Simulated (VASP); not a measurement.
# CdTe (F-43m) in VASP: a series of runs

CdTe is run at these levels: PBE; tasks: single point.

All numbers are computed with VASP 6.6.1; they aren't measurements. Logs are shortened: lines on timing, memory, paths and dates and some standing lists are left out, and cuts for length are marked.

**Measured values to compare with.**

From a printed reference work, data compilation, for a bulk crystal of CdTe at 0 K: band gap 1.607 eV.

How close the calculation comes is told below.

## 1. The cell of the first run

It takes space group F-43m (No. 216, cubic). Conventional cell: a = 6.529 Å, b = 6.529 Å, c = 6.529 Å, α = 90.00°, β = 90.00°, γ = 90.00°. Within 3.7 Å of Cd (site symmetry -43m) lie 4 Te at 2.83 Å. Within 3.7 Å of Te (site symmetry -43m) lie 4 Cd at 2.83 Å.

## 2. Single point, PBE (volume scaled by 0.960)

The input, INCAR:

```
ALGO     = Normal         # electronic algorithm
EDIFF    = 1E-6           # SCF threshold, eV
ENCUT    = 520            # plane-wave cutoff, eV
GGA      = PE             # functional
ISIF     = 2              # what is computed and relaxed
ISMEAR   = 0              # smearing method
LASPH    = T              # aspherical terms in the spheres
LCHARG   = F              # write CHGCAR
LREAL    = F              # projectors in reciprocal space
LWAVE    = F              # write WAVECAR
NBANDS   = 16             # bands
NELM     = 80             # most SCF steps
PREC     = Accurate       # precision mode
SIGMA    = 0.05           # smearing width, eV
```

The input, KPOINTS:

```
k-points
0
Gamma
  10 10 10
```

The input, POSCAR:

```
CdTe
1.0
    0.0000000000      3.2644595768      3.2644595768
    3.2644595768      0.0000000000      3.2644595768
    3.2644595768      3.2644595768      0.0000000000
Cd Te
1 1
Direct
    0.0000000000      0.0000000000      0.0000000000
    0.2500000000      0.2500000000      0.2500000000
```

Potentials or basis: VASP PAW PBE potentials, release 64 (Cd, Te).

The run is started by

```sh
$ cat potpaw_PBE.64/Cd/POTCAR potpaw_PBE.64/Te/POTCAR > POTCAR
$ mpirun -np 1 vasp_std > vasp.out
```

OUTCAR:

```text
EDIFF = 1E-6
   ENCUT = 520
   GGA = PE
   ISIF = 2
   ISMEAR = 0
   LASPH = T
   LREAL = F
   NELM = 80
   PREC = Accurate

 ion  position               nearest neighbor table
   1  0.000  0.000  0.000-   2 2.83   2 2.83   2 2.83   2 2.83
   2  0.250  0.250  0.250-   1 2.83   1 2.83   1 2.83   1 2.83

  LATTYP: Found a face centered cubic cell.
 ALAT       =     6.5289191536

  Lattice vectors:

 A1 = (   0.0000000000,   3.2644595768,   3.2644595768)
 A2 = (   3.2644595768,   0.0000000000,   3.2644595768)
 A3 = (   3.2644595768,   3.2644595768,   0.0000000000)

Analysis of symmetry for initial positions (statically):
=====================================================================
 Subroutine PRICEL returns:
 Original cell was already a primitive cell.

 Routine SETGRP: Setting up the symmetry group for a
 face centered cubic supercell.

 Subroutine GETGRP returns: Found 24 space group operations
 (whereof 24 operations were pure point group operations)
 out of a pool of 48 trial point group operations.

The static configuration has the point symmetry T_d .

Analysis of symmetry for dynamics (positions and initial velocities):
=====================================================================
 Subroutine PRICEL returns:
 Original cell was already a primitive cell.

 Routine SETGRP: Setting up the symmetry group for a
 face centered cubic supercell.

 Subroutine GETGRP returns: Found 24 space group operations
 (whereof 24 operations were pure point group operations)
 out of a pool of 48 trial point group operations.

The dynamic configuration has the point symmetry T_d .

 Subroutine INISYM returns: Found 24 space group operations
 (whereof 24 operations are pure point group operations),
 and found     1 'primitive' translations

----------------------------------------------------------------------------------------

                                     Primitive cell

  volume of cell :      69.5767

  direct lattice vectors                    reciprocal lattice vectors
     0.000000000  3.264459577  3.264459577    -0.153164709  0.153164709  0.153164709
     3.264459577  0.000000000  3.264459577     0.153164709 -0.153164709  0.153164709
     3.264459577  3.264459577  0.000000000     0.153164709  0.153164709 -0.153164709

  length of vectors
     4.616643007  4.616643007  4.616643007     0.265289057  0.265289057  0.265289057

  position of ions in fractional coordinates (direct lattice)
     0.000000000  0.000000000  0.000000000
     0.250000000  0.250000000  0.250000000

[... 77 lines left out ...]
   LREAL  =      F    real-space projection
   EDIFFG = 0.1E-04   stopping-criterion for IOM
   NSW    =      0    number of steps for IOM
   IBRION =     -1    ionic relax: 0-MD 1-quasi-New 2-CG
   NFREE  =      0    steps in history (QN), initial steepest desc. (CG)
   ISIF   =      2    stress and relaxation
   ISYM   =      2    0-nonsym 1-usesym 2-fastsym
   POTIM  = 0.5000    time-step for ionic-motion
   TEBEG  =    0.0;   TEEND  =   0.0 temperature during run
   PSTRESS=    0.0 pullay stress
   NELECT =      18.0000    total number of electrons
   NUPDOWN=      -1.0000    fix difference up-down
   EMIN   =  10.00;   EMAX   =-10.00  energy-range for DOS
   EFERMI =   0.00;   METHOD = LEGACY
   ISMEAR =     0;   SIGMA  =   0.05  broadening in eV -4-tet -1-fermi 0-gaus
   EFERMI_NEDOS =   21; number of points for ismear=-14 and -15
   IALGO  =     38    algorithm
   IMIX   =      4    mixing-type and parameters
     AMIX     =   0.40;   BMIX     =  1.00
     AMIX_MAG =   1.60;   BMIX_MAG =  1.00
  volume/ion in A,a.u.               =      34.79       234.76
  Fermi-wavevector in a.u.,A,eV,Ry     =   1.043144  1.971257 14.805179  1.088150
  Thomas-Fermi vector in A             =   2.177841
   LORBIT       =      0    0 simple, 1 ext, 2 COOP (PROOUT), +10 PAW based schemes
   GGA     = PE    functional components
   LHFCALC =     F    Hartree Fock is set to
   AEXX    =    0.0000 exact exchange contribution
   IVDW    =     0    specifies the selected vdW correction
   LEPSILON=     F    determine dielectric tensor
   LRPA    =     F    only Hartree local field effects (RPA)
 non-spin polarized calculation
 Gauss-broadening in eV      SIGMA  =   0.05
  energy-cutoff  :      520.00
  volume of cell :       69.58
 maximum number of plane-waves:      1895
 NGX is ok and might be reduce to    36
   NGX = 17   NGY = 17   NGZ = 17

 number of electron      18.0000002 magnetization

 Free energy of the ion-electron system (eV)
  ---------------------------------------------------
  ext. energy  EPLUGINS =         0.00000000
  ---------------------------------------------------
  free energy    TOTEN  =        -4.79698647 eV

  energy without entropy =       -4.79698647  energy(sigma->0) =       -4.79698647

 E-fermi :   2.3574     XC(G=0):  -8.4874

 val. band max:        2.1472330876   @ k =   0.0000   0.0000   0.0000
 cond. band min:       2.8521380022   @ k =   0.0000   0.0000   0.0000
 fundamental gap:      0.7049049146
 Fermi energy:         2.3574250809

 k-point     1 :       0.0000    0.0000    0.0000
  band No.  band energies     occupation
      1      -8.9021      2.00000
      2      -6.0634      2.00000
      3      -6.0634      2.00000
      4      -6.0634      2.00000
      5      -5.8188      2.00000
      6      -5.8188      2.00000
[... 433 lines left out ...]
      3      -5.9480      2.00000
      4      -5.8894      2.00000
      5      -5.7974      2.00000
      6      -5.5675      2.00000
[... 8 lines left out ...]
     15      12.6072      0.00000
     16      13.7538      0.00000

 [... further k-points ...]

------------------------ aborting loop because EDIFF is reached ----------------------------------------

  FORCE on cell =-STRESS in cart. coord.  units (eV):
  Direction    XX          YY          ZZ          XY          YZ          ZX
  --------------------------------------------------------------------------------------
  -------------------------------------------------------------------------------------
  Total        0.7428162      0.7428162      0.7428162      0.0000000      0.0000000      0.0000000
  in kB       17.1051955     17.1051955     17.1051955      0.0000000      0.0000000      0.0000000
  external PRESSURE =      17.1051955 kB  Pullay stress =       0.0000000 kB

 VOLUME and BASIS-vectors are now :
 -----------------------------------------------------------------------------
  energy-cutoff  :      520.00
  volume of cell :       69.58
      direct lattice vectors                 reciprocal lattice vectors
     0.000000000  3.264459577  3.264459577    -0.153164709  0.153164709  0.153164709
     3.264459577  0.000000000  3.264459577     0.153164709 -0.153164709  0.153164709
     3.264459577  3.264459577  0.000000000     0.153164709  0.153164709 -0.153164709

 POSITION                                       TOTAL-FORCE (eV/Angst)
 -----------------------------------------------------------------------------------
      0.00000      0.00000      0.00000         0.000000      0.000000      0.000000
      1.63223      1.63223      1.63223        -0.000000     -0.000000     -0.000000
 -----------------------------------------------------------------------------------
    total drift:                               -0.000000     -0.000000     -0.000000

  FREE ENERGIE OF THE ION-ELECTRON SYSTEM (eV)
  ---------------------------------------------------
  free  energy   TOTEN  =        -4.7969864727 eV

  energy  without entropy=       -4.7969864727  energy(sigma->0) =       -4.79698647
```

OSZICAR:

```text
N       E                     dE             d eps       ncg     rms          rms(c)
DAV:   1     0.101889160421E+03    0.10189E+03   -0.83579E+03  1512   0.975E+02
DAV:   2    -0.131403871912E+01   -0.10320E+03   -0.98717E+02  1824   0.238E+02
DAV:   3    -0.499141137715E+01   -0.36774E+01   -0.36725E+01  1808   0.465E+01
DAV:   4    -0.502702751321E+01   -0.35616E-01   -0.35615E-01  2272   0.398E+00
DAV:   5    -0.502716959952E+01   -0.14209E-03   -0.14209E-03  1904   0.208E-01    0.537E+00
DAV:   6    -0.481082230351E+01    0.21635E+00   -0.37170E-01  1800   0.719E+00    0.443E+00
DAV:   7    -0.479565153219E+01    0.15171E-01   -0.10549E-01  1800   0.209E+00    0.170E+00
DAV:   8    -0.479656388636E+01   -0.91235E-03   -0.10415E-02  1648   0.116E+00    0.461E-01
DAV:   9    -0.479689115539E+01   -0.32727E-03   -0.95529E-04  1840   0.320E-01    0.105E-01
DAV:  10    -0.479694740725E+01   -0.56252E-04   -0.10984E-04  1928   0.101E-01    0.556E-02
DAV:  11    -0.479698741527E+01   -0.40008E-04   -0.80405E-05  1792   0.566E-02    0.380E-02
DAV:  12    -0.479698647266E+01    0.94261E-06   -0.32077E-06  1784   0.141E-02
   1 F= -.47969865E+01 E0= -.47969865E+01  d E =-.178871E-11
```

Wall time 18 s (1 thread of Intel Xeon 6975P-C (Granite Rapids), shared host); peak memory 0.23 GiB.

Results:

| Property | Result |
| --- | --- |
| Free energy | -4.7970 eV |
| Pressure | 1.7 GPa |
| Band gap on the k mesh | 0.70 eV, direct |

Caveat: the cell differs from its parent crystal (volume scaled by 0.960); spin-orbit coupling is left out, which moves the levels of the heavy elements.

## 3. Single point, PBE

This run uses another cell than the first one, of 36.24 Å³/atom, 1.042 times its volume.

The input, INCAR:

```
  ALGO = Normal
  EDIFF = 1E-7
  ENCUT = 520
  GGA = PE
  ISIF = 2
  ISMEAR = 0
  LASPH = T
  LCHARG = F
  LREAL = F
  LWAVE = F
  NBANDS = 16
  NELM = 80
  PREC = Accurate
  SIGMA = 0.05
```

KPOINTS is that of step 2.

The input, POSCAR:

```
CdTe
1.0
    0.0000000000      3.3091837587      3.3091837587
    3.3091837587      0.0000000000      3.3091837587
    3.3091837587      3.3091837587      0.0000000000
Cd Te
1 1
Direct
    0.0000000000      0.0000000000      0.0000000000
    0.2500000000      0.2500000000      0.2500000000
```

Potentials or basis: VASP PAW PBE potentials, release 64 (Cd, Te).

The run is started by

```sh
$ cat potpaw_PBE.64/Cd/POTCAR potpaw_PBE.64/Te/POTCAR > POTCAR
$ mpirun -np 1 vasp_std > vasp.out
```

It took 23 s on 1 thread of Intel Xeon 6975P-C (Granite Rapids), shared host; peak memory 0.23 GiB.

The run converged. Its results:

| Quantity | Value |
| --- | --- |
| Free energy | -4.8128 eV |
| Pressure | 0.1 GPa |
| Band gap on the k mesh | 0.58 eV, direct |

Levels at points of the mesh, in eV from the valence-band top:
| k point | band 7 | band 8 | band 9 | band 10 | band 11 | band 12 |
| --- | --- | --- | --- | --- | --- | --- |
| (0.00, 0.00, 0.00) | 0.00 | 0.00 | 0.00 | 0.58 | 4.64 | 4.64 |
| (0.50, 0.00, 0.00) | -4.08 | -0.69 | -0.69 | 1.75 | 5.21 | 5.21 |
| (0.50, 0.50, 0.00) | -4.01 | -1.66 | -1.66 | 2.67 | 2.74 | 8.51 |

Caveat: spin-orbit coupling is left out, which moves the levels of the heavy elements.

## 4. Single point, PBE (volume scaled by 1.040)

The input, INCAR:

```
SYSTEM = CdTe
PREC     = Accurate       ! precision mode
ENCUT    = 520            ! plane-wave cutoff, eV
EDIFF    = 1E-6           ! SCF threshold, eV
ISMEAR   = 0              ! smearing method
SIGMA    = 0.05           ! smearing width, eV
LREAL    = .FALSE.        ! projectors in reciprocal space
LASPH    = .TRUE.         ! aspherical terms in the spheres
NELM     = 60             ! most SCF steps
ALGO     = Normal         ! electronic algorithm
ISIF     = 2              ! what is computed and relaxed
LWAVE    = .FALSE.        ! write WAVECAR
LCHARG   = .TRUE.         ! write CHGCAR
GGA      = PE             ! functional
LELF     = .TRUE.         ! ELF
LVHAR    = .TRUE.       
NBANDS   = 16             ! bands
```

The input, KPOINTS:

```
regular mesh
0
G
  10 10 10
  0 0 0
```

The input, POSCAR:

```
CdTe
1.0
    0.0000000000      3.3527306441      3.3527306441
    3.3527306441      0.0000000000      3.3527306441
    3.3527306441      3.3527306441      0.0000000000
Cd Te
1 1
Direct
    0.0000000000      0.0000000000      0.0000000000
    0.2500000000      0.2500000000      0.2500000000
```

The run is started by

```sh
$ cat potpaw_PBE.64/Cd/POTCAR potpaw_PBE.64/Te/POTCAR > POTCAR
$ mpirun -np 1 vasp_std > vasp.out
```

It took 20 s on 1 thread of Intel Xeon 6975P-C (Granite Rapids), shared host; peak memory 0.23 GiB.

The run converged. Its results:

```yaml
Free_energy: -4.8027 eV
Pressure: -1.2 GPa
Band_gap_on_the_k_mesh: 0.47 eV, direct
```

Levels at points of the mesh, in eV from the valence-band top:
| k point | band 6 | band 7 | band 8 | band 9 | band 10 | band 11 | band 12 | band 13 |
| --- | --- | --- | --- | --- | --- | --- | --- | --- |
| (0.00, 0.00, 0.00) | -7.79 | 0.00 | 0.00 | 0.00 | 0.47 | 4.66 | 4.66 | 4.66 |
| (0.50, 0.00, 0.00) | -7.52 | -3.88 | -0.64 | -0.64 | 1.71 | 5.21 | 5.21 | 6.93 |
| (0.50, 0.50, 0.00) | -7.41 | -3.84 | -1.54 | -1.54 | 2.66 | 2.82 | 8.32 | 8.61 |

Caveat: the cell differs from its parent crystal (volume scaled by 1.040); spin-orbit coupling is left out, which moves the levels of the heavy elements.

## 5. Summary

| cell | gap on the mesh (eV) | pressure (GPa) |
| --- | --- | --- |
| a = 4.617 Å, angles 60.0°, 2 atoms | 0.70 | 1.7 |
| a = 4.680 Å, angles 60.0°, 2 atoms | 0.58 | 0.1 |
| a = 4.741 Å, angles 60.0°, 2 atoms | 0.47 | -1.2 |

Alike in all rows: task single point; level PBE; potentials or basis VASP PAW PBE potentials, release 64 (Cd, Te); no spin polarisation; k mesh 10 × 10 × 10; cutoff (eV) 520; smearing gaussian 0.05 eV.

Caveats: spin-orbit coupling is left out, which moves the levels of the heavy elements.

Absolute energies hang on the potentials; compare differences alone.

## 6. Against experiment

Step 3. Measured gap of CdTe: 1.607 eV (0 K; a printed reference work, data compilation). This calculation gives 0.58 eV (-1.02 eV). So large a miss can be the level of theory's own, or it may mean another phase, state or a wrong row. Spin-orbit coupling on Cd, Te is left out. The value is that of PBE, without temperature or zero-point motion. Semilocal functionals fall short of measured gaps as a rule.
